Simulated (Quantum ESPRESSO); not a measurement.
Runs of Quantum ESPRESSO 7.5 on AlN. It takes space group Fm-3m (No. 225, cubic). The conventional cell has a = 4.069 Å, b = 4.069 Å, c = 4.069 Å, α = 90.00°, β = 90.00°, γ = 90.00°. Al (site symmetry m-3m) has 6 N at 2.03 Å as nearest neighbours. Around N (site symmetry m-3m) lie 6 Al at 2.03 Å. Measurements of this composition are mostly on another form, of space group No. 186.

```tsv
level	rVV10 parameter b	gap on the mesh (eV)	pressure (GPa)
PBE	-	4.63	0.0
PBE+D3(BJ)	-	4.84	0.0
PBE+D2	-	4.84	0.0
PBE+D3M(BJ)	-	5.13	0.0
PBE+D3	-	4.74	0.0
PBE+rVV10	6.3	(a)	0.0
```

Alike in all rows: task relaxation of cell and atoms; potentials or basis PseudoDojo 0.4.1 SR PBE standard; no spin polarisation; cell relaxed to 0.3 kbar; k mesh 11 × 11 × 11; cutoff (eV) 1143; smearing fermi-dirac 0.05 eV.

Fill in the values left out.

(a) 4.65.

Caveats: an odd mesh through Γ misses points on the zone boundary, where band edges often lie; rVV10's parameter b was fitted to another functional (some runs).
